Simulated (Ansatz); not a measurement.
BaTiO₃: the change of energy above lowest point and pressure with volume scale

All results are calculated (Ansatz 0.2.0). Free energy against uniform scaling of the volume at fixed shape and fractions; periodic cell, basis, potentials, k mesh and filling as listed.

The cell before it is scaled or strained (space group Amm2, No. 38):
```
cell vectors (Å)
   3.9855     0.0000     0.0000
   0.0000     2.8369     2.8452
   0.0000    -2.8369     2.8452
atoms (fractions of the cell vectors)
Ba  0.00000  0.00000  0.00000
Ti  0.50000  0.51240  0.51240
O   0.00000  0.48740  0.48740
O   0.50000  0.50524  0.99184
O   0.50000  0.99184  0.50524
```

Settings of every row: functional r2SCAN; dispersion none; potentials PAW; wave cutoff 544.23 eV; density cutoff 2176.9 eV; k mesh 6x6x6; k shift 0x0x0; occupations fixed; smearing width 0 eV; spin none.

Limits: no spin-orbit coupling, which can matter with elements this heavy.

| row | volume scale | V (Å³/atom) | energy above lowest point (meV/atom) | pressure (GPa) |
| --- | --- | --- | --- | --- |
| 1 | 0.94 | 12.096 | 23.9 | 11.52 |
| 2 | 0.96 | 12.353 | ? | ? |
| 3 | 0.98 | 12.61 | 1.5 | 2.79 |
| 4 | 1 | 12.868 | 0 | -0.9 |
| 5 | 1.02 | 13.125 | 4.2 | -4.22 |
| 6 | 1.04 | 13.382 | 13.4 | -7.18 |
| 7 | 1.06 | 13.64 | 27.1 | -9.84 |

Question: what energy above lowest point and pressure should row 2 give?

Worked fit of energy above lowest point. Take u = (V_r/V)^(2/3) − 1 with V_r = 12.997 Å³ an atom, which is twice the finite (Eulerian) strain; such expansions in the strain, on which the Birch-Murnaghan equation of state is built, carry the rest volume and the bulk modulus. The shown rows have u = 0.04906, 0.02036, 0.00667, -0.00651, -0.01927, -0.03168. Least squares give energy above lowest point = 1.43 − 314.1 × u + 15726 × u² meV/atom; a straight line predicts inner rows, each left out in turn, worse (root mean square 11 against 0.085 meV/atom). The rows lie off it by 0.0, -0.1, 0.0, 0.1, 0.1, -0.1. Its lowest point lies at u = 0.0100, or V = 12.8 Å³ an atom, and the curvature there gives the bulk modulus at fixed shape and fractions, B = (4/9)(1 + u)² E″(u)/V = 178 GPa. Letting shape and atoms relax would as a rule lower it, by much in layered, chain or molecular crystals. The withheld row has u = 0.03446, so the fit gives 1.43 − 314.1 × (0.03446) + 15726 × (0.03446)² = 9.3 meV/atom.

The calculation gave 9.2 meV/atom. The fit lies 0.1 meV/atom (1.1 % of the value, 0.37 % of the column's range) above it, one unit of the last digit.

Worked fit of pressure. Take u = (V_r/V)^(2/3) − 1 with V_r = 12.997 Å³ an atom, which is twice the finite (Eulerian) strain; such expansions in the strain, on which the Birch-Murnaghan equation of state is built, carry the rest volume and the bulk modulus. The shown rows have u = 0.04906, 0.02036, 0.00667, -0.00651, -0.01927, -0.03168. Least squares give pressure = −2.62 + 251.39 × u + 748.5 × u² GPa; a straight line predicts inner rows, each left out in turn, worse (root mean square 0.5 against 0.018 GPa). The rows lie off it by 0.01, -0.02, 0.01, 0.00, 0.01, -0.01. The pressure vanishes at u = 0.0101, or V = 12.8 Å³ an atom, and there the bulk modulus at fixed shape and fractions is B = −V dP/dV = (2/3)(1 + u) dP/du = 179 GPa. Letting shape and atoms relax would as a rule lower it, by much in layered, chain or molecular crystals. The withheld row has u = 0.03446, so the fit gives −2.62 + 251.39 × (0.03446) + 748.5 × (0.03446)² = 6.93 GPa.

The calculation gave 6.92 GPa. The fit lies 0.01 GPa (0.047 % of the column's range) above it, one unit of the last digit.
